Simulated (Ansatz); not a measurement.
## NbN, one cell by several methods

```yaml
crystal:
  lattice:
    - [0.00000, 2.19450, 2.19450]
    - [2.19450, 0.00000, 2.19450]
    - [2.19450, 2.19450, 0.00000]
  atoms:
    - { symbol: Nb, position: [0.50000, 0.50000, 0.50000] }
    - { symbol: N, position: [0.00000, 0.00000, 0.00000] }
```

Atoms are numbered in the order listed.

The cell comes from COD entry 1538667, which wasn't checked; take it as a given geometry.

Methods: DFT, LDA, PAW with Ansatz's default frozen-core files, scalar-relativistic (Ansatz 0.2.0); DFT, LDA, all-electron PAW with datasets made for the crystal, scalar-relativistic (Ansatz 0.2.0); DFT, LDA, all-electron LAPW, scalar-relativistic (Ansatz 0.2.0).

For PAW: a Γ-centred 13×13×13 k mesh, Fermi–Dirac smearing of 0.08 eV, cutoff 420 eV, no spin polarisation; the PAW files were made with PBE, and the program remakes their frozen cores for this functional. The crystal-made all-electron datasets (AE datasets) take a cutoff of 360 eV at this cell. LAPW targets a basis error of 0.25 meV/atom. The Ansatz runs share mesh, smearing and spin set-up. Plane-wave (PAW) pressures include the program's estimate of the Pulay term.

Stress and pressure are positive in compression.

Levels count from the Fermi level.

```json
{"quantity": "pressure (GPa)", "PAW": "-7.64", "AE datasets": "-7.66", "LAPW": "-7.66"}
{"quantity": "highest filled level at L (eV)", "PAW": "-7.113", "AE datasets": "-7.114", "LAPW": "-7.114"}
{"quantity": "lowest empty level at L (eV)", "PAW": "1.491", "AE datasets": "1.496", "LAPW": "1.496"}
{"quantity": "highest filled level at X (eV)", "PAW": "-4.002", "AE datasets": "-4.003", "LAPW": "-4.003"}
{"quantity": "lowest empty level at X (eV)", "PAW": "1.579", "AE datasets": "1.576", "LAPW": "1.576"}
{"quantity": "highest filled level at K (eV)", "PAW": "-1.929", "AE datasets": "-1.931", "LAPW": "-1.931"}
{"quantity": "lowest empty level at K (eV)", "PAW": "2.019", "AE datasets": "2.022", "LAPW": "2.022"}
```

PAW's pressure differs from the LAPW value by +0.02 GPa.
